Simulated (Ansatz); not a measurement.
# AlN (model cell, started as CsCl type): following an unstable mode, part 3 of 3

Which phase does AlN (model cell, started as CsCl type) fall into along its unstable mode, and how much energy does it gain?

Ansatz 0.2.0; DFT LDA, scalar-relativistic, plane waves, PAW; PAW set soft_1.

So far. Step 4 (The mode frozen in, largest atomic shift 0.6 Å): The run ends at a pressure of 13.68 GPa, with forces up to 0.77 eV/Å. Step 5 (Energy along the mode, all amplitudes (two of the runs …): The lowest of the steps tried is the last one, at 0.6 Å, 552 meV/atom below the parent; the bottom of the well need not coincide with a step.

The structure was built from a prototype and need not be the compound's stable phase.

**6. Relaxing from the distorted cell (continued)**

ELF in the ab plane of the conventional cell at fractional z = 0.000, with atoms of Al within 0.2 Å of it. It is the smooth field of the valence electrons, not physical close to the nuclei.

Ten even steps from '_' (0.04) to '@' (0.81), each cell a mean:
```
**++..____==****++..____==**
@@@@##..==@@@@@@@@##..==@@@@
%%@@##--++@@@@%%@@##--++@@@@
@@@@##--++@@@@@@@@##--++@@@@
@@%%++__::##@@@@%%++__::##@@
==--______..====--______..==
**++..____==++**++..____==++
@@@@**..==@@@@@@@@**..==@@@@
%%@@##--++@@@@%%@@##--++@@@@
@@@@##--++@@@@@@@@##--++@@@@
@@%%++__::##@@@@%%++__::##@@
--::______..----::______..--
**++..____==****++..____==**
@@@@##..==@@@@@@@@##..==@@@@
%%@@##--++@@@@%%@@##--++@@@@
@@@@##--++@@@@@@@@##--++@@@@
@@%%++__::##@@@@%%++__::##@@
==--______..====--______..==
**++..____==++**++..____==++
@@@@**..==@@@@@@@@**..==@@@@
%%@@##--++@@@@%%@@##--++@@@@
@@@@##--++@@@@@@@@##--++@@@@
@@%%++__::##@@@@%%++__::##@@
--::______..----::______..--
```
Columns run along a (5.1 Å), rows up along b (10.4 Å), edges of the conventional cell, whose origin can differ from the input's. Atoms in or near the plane, at fractional coordinates: Al at (0.25, 0.00), Al at (0.75, 0.50), Al at (0.25, 0.50), Al at (0.75, 0.00), Al at (0.25, 0.75), Al at (0.75, 0.25), Al at (0.25, 0.25), Al at (0.75, 0.75).

The distorted start has space group Cmme; the relaxation ends in Cmme.

**7. The new phase in its own primitive cell**

The relaxed structure is symmetrised, reduced to its primitive cell and relaxed tightly, as its phonons need.

File input.yaml:

```yaml
crystal:
  lattice:
    - [2.5684569696, -5.2235839004, 0.0]
    - [2.5684569696, 5.2235839004, 0.0]
    - [0.0, 0.0, 3.512295655]
  atoms:
    - { symbol: Al, position: [0.25, 0.25, 0.0] }
    - { symbol: Al, position: [0.75, 0.75, 0.0] }
    - { symbol: Al, position: [0.5, 0.0, 0.0] }
    - { symbol: Al, position: [0.0, 0.5, 0.0] }
    - { symbol: "N", position: [0.8766708075, 0.1233291925, 0.872099888] }
    - { symbol: "N", position: [0.3766708075, 0.6233291925, 0.127900112] }
    - { symbol: "N", position: [0.1233291925, 0.8766708075, 0.127900112] }
    - { symbol: "N", position: [0.6233291925, 0.3766708075, 0.872099888] }
kpoints:
  mp_grid: { grid: [6, 6, 8] }
hamiltonian:
  xc: lda
  pseudopotentials: { kind: paw, azcp: { folder: soft_1 }, xc_functional: pbe }
scf:
  occupations: { method: fixed }
output:
  forces: true
  stress: true
  eigenvalues: true
relax:
  adjacent_minimum: "off"
  f_tol: 0.001
  max_steps: 60
  cell: { stress_tol: 0.01 }
```

Launch:

```bash
> ansatz run input.yaml --threads 4 --pin off --max-ram 10240MiB --backend cpu --events-out ev --progress --plain --runs-dir out
```

Numbers of over 12 decimals in the logs are rounded to 6 here.

The log of the run:

```text
[...]
Crystal: 8 atoms, lattice volume = 94.246 Å³
Basis set: ecut = 420 eV, 1859 PW (Γ)
Bands: 24, of which v1, the nominal top of the filled ones, is band 16 counted from 1 (15 counted from 0)
Symmetry: 8 space group operations
[...]
k-points: 65 of 288
[...]
- [2.568475, 5.223637, 0.0]
    - [0.0, 0.0, 3.513254]
  atoms:
    - { symbol: Al, position: [0.25, 0.25, 0] }
    - { symbol: Al, position: [0.750000, 0.750000, 0] }
    - { symbol: Al, position: [0.5, 0.0, 0] }
    - { symbol: Al, position: [0.0, 0.5, 0] }
    - { symbol: N, position: [0.876670, 0.123330, 0.872152] }
    - { symbol: N, position: [0.376670, 0.623330, 0.127848] }
    - { symbol: N, position: [0.123330, 0.876670, 0.127848] }
    - { symbol: N, position: [0.623330, 0.376670, 0.872152] }
[key lines of the parts left out:]
SCF converged after 5 iterations
Free energy (F): -3553.518060 eV
Fermi energy:    6.130280 eV
P = ⅓ Tr σ = 0.0011 GPa (0.011 kbar)
```

Run time: 9.3 s. Hardware: 4 threads of Arm Neoverse V1, shared host; peak memory 0.44 GiB; 36 s of CPU time.

Little changed from the start: no atom moved by 0.005 Å and no cell edge by 0.1 %.

Numbers from this step:

- pressure: 0.001072 GPa
- gap on the k-mesh: 1.644 eV
- direct gap on mesh: 1.722 eV

The largest force component left is 0.51 meV/Å and the pressure is 0.001 GPa, within the tolerances set. The cell now holds 11.78 Å³/atom.

**8. Modes of the new phase, k-mesh 6×6×8, occupations fixed**

A relaxed structure may still be a saddle point, so its zone-centre modes are computed. The response to a homogeneous field gives the Born charges and the dielectric tensor.

File input.yaml:

```yaml
crystal:
  lattice:
    - [2.5684749261, -5.2236370045, 0.0]
    - [2.5684749261, 5.2236370045, 0.0]
    - [0.0, 0.0, 3.5132538904]
  atoms:
    - { symbol: Al, position: [0.25, 0.25, 0.0] }
    - { symbol: Al, position: [0.75, 0.75, 0.0] }
    - { symbol: Al, position: [0.5, 0.0, 0.0] }
    - { symbol: Al, position: [0.0, 0.5, 0.0] }
    - { symbol: "N", position: [0.8766704672, 0.1233295328, 0.8721519388] }
    - { symbol: "N", position: [0.3766704672, 0.6233295328, 0.1278480612] }
    - { symbol: "N", position: [0.1233295328, 0.8766704672, 0.1278480612] }
    - { symbol: "N", position: [0.6233295328, 0.3766704672, 0.8721519388] }
kpoints:
  mp_grid: { grid: [6, 6, 8] }
hamiltonian:
  xc: lda
  pseudopotentials: { kind: paw, azcp: { folder: soft_1 }, xc_functional: pbe }
scf:
  occupations: { method: fixed }
output:
  eigenvalues: true
phonons:
  method: dfpt
  dielectric: true
  rigid_motions: translations
```

The log of the run:

```text
[...]
Crystal: 8 atoms, lattice volume = 94.273 Å³
Basis set: ecut = 420 eV, 1859 PW (Γ), exchange–correlation on 80×80×48 points (8 copies of the dense FFT grid, shifted against one another)
Bands: 24, of which v1, the nominal top of the filled ones, is band 16 counted from 1 (15 counted from 0)
Symmetry: 8 space group operations
k-points: 148 of 288 (irreducible under 1 space group operation, time reversal used)
[...]
SCF iter   1: F=—  HF=-3561.458098 eV  |F-HF|=—  |Δ(HF+E_count)|=         —  Δρ=1.35e-1  dr2=2.37e1  ethr=3.10e-3  ⟨swp⟩=4.9  Hψ=14997  notcnv=0  defer=820
[...]
SCF iter   9: F=-3553.518061 eV  HF=-3553.518061 eV  |F-HF|=4.55e-13  |Δ(HF+E_count)|=  1.27e-10  Δρ=2.09e-7  dr2=4.02e-11  ethr=1.00e-12  ⟨swp⟩=14.2  Hψ=26337  notcnv=0
SCF 1 converged in 9 iterations: F = -3553.518061 eV  dr2 = 4.02e-11
[...]
NSCF: frozen V_eff on 2 k-points
DFPT response loops at Γ: preconditioner auto → Resta (q_TF=auto, 2.279 Å⁻¹)  ε∞=6.0 (no band partly filled); β = 1.00, the filter's whole step (`scf.mixing.beta` (0.50) is not read by the response loops at its default; to damp them type it under 1.00, their step now; it binds the ground state too); Broyden in place of MSR1
── the response to a field inside a basis, on 6×6×8 k-points: an SCF that follows is theirs, and a resumed run solves both again ──
Bands: 17, of which v1, the nominal top of the filled ones, is band 16 counted from 1 (15 counted from 0)
k-points: 48 of 288
[...]
Eigensolver: Dense (48 Hₖ)
SCF iter   1: F=—  HF=-3553.511609 eV  |F-HF|=—  |Δ(HF+E_count)|=         —  Δρ=1.80e-4  dr2=6.17e-6  ethr=1.00e-1
[...]
SCF iter   4: F=-3553.511608 eV  HF=-3553.511608 eV  |F-HF|=8.46e-10  |Δ(HF+E_count)|=   1.21e-8  Δρ=1.82e-6  dr2=2.11e-9  ethr=3.56e-10
SCF 1 converged in 4 iterations: F = -3553.511608 eV  dr2 = 2.11e-9
[...]
SCF converged after 9 iterations
Free energy (F): -3553.518061 eV
[...]
Internal energy: -3553.518061 eV  (E = F + TS)
E sigma→0 (E₀):  -3553.518061 eV
Fermi energy:    6.130278 eV
[...]
--- Band table (eV; the first three rows and the last of 148) ---
  k-point 0: bands = [... 12 lower, 5.0925, 5.3709, 5.5583, 6.0515, 7.7738, 11.0698, 11.4125, 11.6865, ... 4 higher]
  k-point 1: bands = [... 12 lower, 5.0390, 5.2360, 5.2842, 5.9778, 8.3473, 10.6552, 11.0210, 11.3687, ... 4 higher]
  k-point 2: bands = [... 12 lower, 4.6805, 4.8403, 5.0535, 5.8476, 9.4168, 9.7156, 10.8529, 11.2169, ... 4 higher]
  k-point 147: bands = [... 12 lower, 4.1140, 5.1071, 5.3605, 5.6698, 10.1934, 10.4323, 11.6503, 11.6799, ... 4 higher]
--- Phonons (Γ-DFPT): 9 representative perturbations + reference, on 148 of 288 k-points (Σ response iterations 27) ---
  k mesh reduced under 1 symmetry operation, with k and −k counted as one. Each operation leaves every solved perturbation unchanged. A smaller set is not considered because the run solves the response to a homogeneous field
  ASR residual: 5.440e-5 → 0.000e0 eV/Å²; symmetrization residual: 1.997e-6 eV/Å²
  ASR residual per site (eV/Å²): 4.81e-5 4.81e-5 3.32e-5 3.32e-5 5.44e-5 5.44e-5 5.44e-5 5.44e-5
  Γ frequencies (cm⁻¹): 0.00 0.00 0.00 115.50 121.34 192.47 209.82 263.80 328.58 382.97 415.76 420.63 435.49 500.37 592.89 607.94 679.41 689.99 717.49 719.95 750.98 809.68 825.06 846.56
  ε∞ (high-frequency dielectric tensor):
        5.220806     0.000000    -0.000000
        0.000000     5.414336    -0.000000
       -0.000000    -0.000000     4.563047
  ε⁰ (static dielectric tensor: ions relaxed, cell fixed):
       10.288456    -0.000000    -0.000000
       -0.000000    10.431929     0.000000
       -0.000000     0.000000     8.013968
  ε⁰ − ε∞ (ionic part):
        5.067650    -0.000000    -0.000000
       -0.000000     5.017592     0.000000
       -0.000000     0.000000     3.450921
  softest optical mode at Γ: 115.50 cm⁻¹; the repairs (sum rule, projections) moved no ω² at Γ by more than (1.46 cm⁻¹)²
  Born effective charges Z* (e; rows j = field, columns β = displacement):
    site 0:
         3.10335    0.00000    0.00000
        -0.00000    3.23116   -0.00000
        -0.00000   -0.00000    1.65521
    site 1:
         3.10335    0.00000    0.00000
        -0.00000    3.23116   -0.00000
        -0.00000   -0.00000    1.65521
    site 2:
         3.08576    0.00000   -0.35344
        -0.00000    3.21186   -0.00000
        -0.69207   -0.00000    1.69389
    site 3:
         3.08576    0.00000    0.35344
        -0.00000    3.21186   -0.00000
         0.69207   -0.00000    1.69389
    site 4:
        -3.09456   -0.00000    0.00000
         0.00000   -3.22151    0.00801
         0.00000    0.03596   -1.67455
    site 5:
        -3.09456   -0.00000    0.00000
        -0.00000   -3.22151   -0.00801
         0.00000   -0.03596   -1.67455
    site 6:
        -3.09456   -0.00000    0.00000
         0.00000   -3.22151    0.00801
         0.00000    0.03596   -1.67455
    site 7:
        -3.09456   -0.00000    0.00000
        -0.00000   -3.22151   -0.00801
         0.00000   -0.03596   -1.67455
  Z* charge neutrality: 1.668e-3 e pre-enforcement
  solved inside a basis spanned on kpoints, on 6×6×8 k-points, its susceptibility summed on 8×8×12: ε∞ is read to err by 1.9e-2, Z* by 1.7e-2 e (field_mesh: kpoints solves on kpoints); Z* is corrected for what the basis lacks
  optical modes at Γ without the LO–TO term, one row a degenerate level:
      ω (cm⁻¹)  modes    IR ((D/Å)²/amu)
        115.50      1             0.2818
        121.34      1             0.0000
        192.47      1             0.0521
        209.82      1             0.0000
        263.80      1             0.0488
        328.58      1             0.0000
        382.97      1             0.3588
[...]
optical modes at Γ + LO–TO along q̂ = [1.0000, 0.0000, 0.0000]:
      ω (cm⁻¹)  modes    IR ((D/Å)²/amu)
[...]
optical modes at Γ + LO–TO along q̂ = [0.0000, 1.0000, 0.0000]:
      ω (cm⁻¹)  modes    IR ((D/Å)²/amu)
[...]
optical modes at Γ + LO–TO along q̂ = [0.0000, 0.0000, 1.0000]:
      ω (cm⁻¹)  modes    IR ((D/Å)²/amu)
[...]
500.37      1             0.0000
        516.99      1            12.9117
        592.89      1             0.0000
        646.73      1            15.9568
        679.41      1            86.6565
        689.99      1            95.4183
        717.49      1            17.1657
        719.95      1             0.0000
        751.00      1             0.0118
        809.68      1             0.0000
        825.06      1             0.0000
        846.56      1             0.0000
```

Elapsed: 2.1 min, on 4 threads; peak memory 1.6 GiB.

This step gave:

```
sum-rule residual before enforcement                    : 5.44e-5 eV/Å²
miss of the charge sum rule                             : 0.001668 e
estimated error of the dielectric tensor                : 0.01880
estimated error of the Born charges                     : 0.01703 e
point group                                             : mmm
highest optical mode at the zone centre (no LO-TO term) : 846.6 cm⁻¹
lowest optical zone-centre mode                         : 115.5 cm⁻¹
mean high-frequency dielectric constant                 : 5.066
largest Born charge (third of the trace)                : 2.664 e
mean static dielectric constant                         : 9.578
top of the zone-centre spectrum with the field          : 951.5 cm⁻¹
```

Patterns of degenerate modes are one choice out of their space. Modes at Γ, with each element's share of the kinetic energy:

```
mode  frequency (cm⁻¹)  symmetry  Al %  N %
   1               0.0  acoustic    66   34
   2               0.0  acoustic    66   34
   3               0.0  acoustic    66   34
   4             115.5       B3u    99    1
   5             121.3       B1g    94    6
   6             192.5       B1u    98    2
   7             209.8       B3g     1   99
   8             263.8       B2u     1   99
   9             328.6        Ag     0  100
  10             383.0       B3u   100    0
  11             415.8       B1u    38   62
  12             420.6        Au    95    5
  13             435.5       B2g    91    9
  14             500.4       B1g     6   94
  15             592.9       B3g    75   25
  16             607.9       B1u    89   11
  17             679.4       B2u    45   55
  18             690.0       B3u    35   65
  19             717.5       B2u    88   12
  20             720.0       B3g    24   76
  21             751.0       B1u    10   90
  22             809.7        Au     5   95
  23             825.1       B2g     9   91
  24             846.6        Ag     0  100
```

Displacements in mode 4 (115.5 cm⁻¹), the largest set to 1:
```
Al1  0.08  0.00  0.00
Al2  0.08  0.00  0.00
Al3 -0.17  0.00 -1.00
Al4 -0.17  0.00  1.00
N5   0.08  0.00  0.00
N6   0.08  0.00  0.00
N7   0.08  0.00  0.00
N8   0.08  0.00  0.00
```

Displacements in mode 7 (209.8 cm⁻¹), the largest set to 1:
```
Al1  0.11  0.00  0.00
Al2 -0.11  0.00  0.00
Al3  0.00  0.00  0.00
Al4  0.00  0.00  0.00
N5   0.00  0.11  1.00
N6   0.00 -0.11  1.00
N7   0.00 -0.11 -1.00
N8   0.00  0.11 -1.00
```

Optical modes at the zone centre, without and with the macroscopic field of the longitudinal modes; each column is sorted by frequency, so a row need not hold one and the same mode. Modes with and without the field, by row:

```
rank among optical modes  no field (cm⁻¹)  q along (1, 0, 0) (cm⁻¹)  q along (0, 1, 0) (cm⁻¹)  q along (0, 0, 1) (cm⁻¹)
                       1            115.5                     118.2                     115.5                     115.5
                       2            121.3                     121.3                     121.3                     121.3
                       3            192.5                     192.5                     192.5                     192.8
                       4            209.8                     209.8                     209.8                     209.8
                       5            263.8                     263.8                       264                     263.8
                       6            328.6                     328.6                     328.6                     328.6
                       7              383                     383.9                       383                       383
                       8            415.8                     415.8                     415.8                     420.6
                       9            420.6                     420.6                     420.6                     435.5
                      10            435.5                     435.5                     435.5                     500.4
                      11            500.4                     500.4                     500.4                       517
                      12            592.9                     592.9                     592.9                     592.9
                      13            607.9                     607.9                     607.9                     646.7
                      14            679.4                     679.4                       690                     679.4
                      15              690                     717.5                     710.6                       690
                      16            717.5                       720                       720                     717.5
                      17              720                       751                       751                       720
                      18              751                     809.7                     809.7                       751
                      19            809.7                     825.1                     825.1                     809.7
                      20            825.1                     846.6                     846.6                     825.1
                      21            846.6                     943.9                     951.5                     846.6
```

Born charge (rows field, columns displacement) (e), principal values of the symmetric part by kind of site:

```csv
atom,atoms with these values,low,middle,high,mean
Al1,2,1.66,3.10,3.23,2.66
Al3,2,1.52,3.21,3.26,2.66
N5,4,-3.22,-3.09,-1.67,-2.66
```

In full for Al1:

```
3.10 0.00 0.00
0.00 3.23 0.00
0.00 0.00 1.66
```

High-frequency dielectric tensor:

```
5.22 0.00 0.00
0.00 5.41 0.00
0.00 0.00 4.56
```

Static dielectric tensor (ions relaxed, fixed cell):

```
10.29  0.00  0.00
 0.00 10.43  0.00
 0.00  0.00  8.01
```

Transverse modes. Lines of the infrared spectrum (strongest = 100):

| position (cm⁻¹) | label | relative intensity |
| --- | --- | --- |
| 116 | B3u | 0.3 |
| 121 | B1g | 0.0 |
| 192 | B1u | 0.1 |
| 210 | B3g | 0.0 |
| 264 | B2u | 0.1 |
| 329 | Ag | 0.0 |
| 383 | B3u | 0.4 |
| 416 | B1u | 25 |
| 421 | Au | 0.0 |
| 436 | B2g | 0.0 |
| 500 | B1g | 0.0 |
| 593 | B3g | 0.0 |
| 608 | B1u | 5.3 |
| 679 | B2u | 91 |
| 690 | B3u | 100 |
| 718 | B2u | 18 |
| 720 | B3g | 0.0 |
| 751 | B1u | 0.0 |
| 810 | Au | 0.0 |
| 825 | B2g | 0.0 |
| 847 | Ag | 0.0 |

Before it was imposed, the acoustic sum rule was missed by 5.4e-5 eV/Å² and the charge sum rule by 0.0017 e. Small misses are needed for a sound result but don't prove that mesh and cutoff are converged. The lowest optical mode is real, 116 cm⁻¹.

**9. The phases reached**

The phases reached along the modes that were followed are set side by side.

Energies are those of the first relaxation, on the mesh of the frozen mode; space group, volume and gap are those of the last relaxation. Phases, by row:

```
                 mode frozen in  space group  energy from parent (meV/atom)  volume (Å³/atom)  gap on mesh (eV)  lowest zone-centre optical mode (cm⁻¹)  largest shift (Å)
                         parent        Pm-3m                              0             8.485                 0                                       –                  –
q = (0, -0.5, -0.5), 1120i cm⁻¹       P4/nmm                          -1120             11.23             3.415                                    20.7              1.171
 q = (0, 0.25, -0.5), 707i cm⁻¹         Cmme                           -967             11.78             1.644                                   115.5              1.307
```

**10. Outcome**

```yaml
unstable_mode_of_the_parent: q = (0, 0.25, -0.5), 707i cm⁻¹
depth_at_the_lowest_point_sampled: 552 meV/atom
largest_atomic_shift_at_that_point: 0.6 Å
space_group_reached_within_0p01_a: Cmme
energy_gained_over_the_parent_first_relaxation_on_the_mesh_of_the_frozen_mode: 967 meV/atom
volume_per_atom_phase_reached: 11.8 Å³
gap_on_the_k_mesh_phase_reached: 1.64 eV
lowest_optical_zone_centre_mode_phase_reached: 116 cm⁻¹
highest_optical_mode_at_the_zone_centre_no_lo_to_term_phase_reached: 847 cm⁻¹
```

**Reading.** Along this mode the structure falls into Cmme, 967 meV/atom below the parent. At the parent's cell the well is 552.1 meV/atom deep on the steps tried, with its lowest point at a shift of 0.6 Å. That is the last step tried, so the steps alone don't bracket the bottom of the well. Relaxing atoms and cell changes the gain by +414.87 meV/atom against the lowest step (energies at zero smearing). The new phase has no imaginary mode at the zone centre of its cell; other wavevectors were not checked. Of the 2 patterns followed to their end from this parent, this one ends 153 meV/atom above the lowest, P4/nmm. Each path keeps the symmetry of its pattern, so a lower phase may lie along a pattern not tried. With no gap, or one that is small against the smearing, the frequencies hang on the k mesh and the smearing, most of all near Kohn anomalies. The PAW files were made for PBE and serve the other functionals too. The starting cell was built on a prototype and not taken from a measurement, so the phase need not exist.

[Logs are printed without paths, hosts, clocks, repeated set-up lines and the standing remarks that a program may print on its own settings, such as how far it seeks lower states.]

[Hosts, paths, dates, database ids (printed as entryN), source tags and the programs' standing remarks are cut or masked in the printed files.]
